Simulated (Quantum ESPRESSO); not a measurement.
# MnSi: single point with PBE

MnSi:

```
CELL_PARAMETERS angstrom
2.98743 0.00000 0.00000
0.00000 2.98743 0.00000
0.00000 0.00000 2.98743
ATOMIC_POSITIONS crystal
Mn 0.50000 0.50000 0.50000
Si 0.00000 0.00000 0.00000
```

The cell was built by a generator and needn't be a form met in nature.

```yaml
Program: Quantum ESPRESSO 7.5
Task: single point
Functional: PBE
Potentials_or_basis: JTH 2.0 PBE
Cutoff: 707 eV
Density_cutoff: 4245 eV
k_mesh: 8 × 8 × 8, shifted
Occupations: fermi-dirac, width 0.05 eV
Spin: collinear spin, ferromagnetic start
Starting_moments: "[4.0, 0.0] μB"
Mixing_beta: 0.3
Most_SCF_iterations: 120
SCF_threshold: 4e-10 Ry
```

```yaml
Band_gap_on_the_k_mesh: none (metal or under the smearing width)
Net_moment: 0.86 μB per cell
Absolute_moment: 1.07 μB per cell
Site_moments: Mn +0.93; Si -0.07 μB
Valence_electrons_inside_the_program's_atomic_spheres: Mn 13.53; Si 2.23
```

Levels at points of the mesh, in eV from the Fermi level:
Spin up:
```
           k point  band 6  band 7  band 8  band 9  band 10  band 11  band 12  band 13  band 14  band 15
(0.06, 0.06, 0.06)   -2.44   -2.44   -0.61   -0.49    -0.49     2.80     2.80     2.85     8.61     8.61
```
Spin down:
```csv
k point,band 6,band 7,band 8,band 9,band 10,band 11,band 12,band 13
"(0.06, 0.06, 0.06)",-2.06,-2.06,0.35,0.56,0.56,2.86,2.86,2.96
```

It took 39 s on 1 thread of Arm Neoverse V2, with other jobs on the host, peak memory 0.12 GiB.

Caveat: the moment fell far below its start of 4 μB, so a state of higher moment may lie lower in energy.
